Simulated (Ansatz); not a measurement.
A crystal relaxed with r2SCAN in Ansatz 0.2.0 has space group P6_3/mmc (No. 194) and a = 6.039 Å, c = 7.039 Å.

| atom | site | x | y | z |
| --- | --- | --- | --- | --- |
| Xx | 2c | 0.3333 | 0.6667 | 0.2500 |
| I | 2d | 0.6667 | 0.3333 | 0.2500 |

The r2SCAN gap is direct at Γ: 4.35 eV. With PBE the gap is 3.79 eV and direct, at Γ. Meshes: r2SCAN 6×6×4, PBE 6×6×4. r2SCAN's ε∞ is 2.2 along x and y, 2.4 along z.

Problem. Which element is Xx?
A. Li
B. K
C. Rb
D. H

Solution. B. Xx is K: KI built on the h-MgO prototype. K has 5 I at 3.49–3.52 Å; I has 5 K at 3.49–3.52 Å.

No spin polarisation and no zero-point or thermal motion; the cell was built from a prototype and may be hypothetical.

Spin-orbit coupling is left out, which matters wherever the heavy atoms make up the band edges.
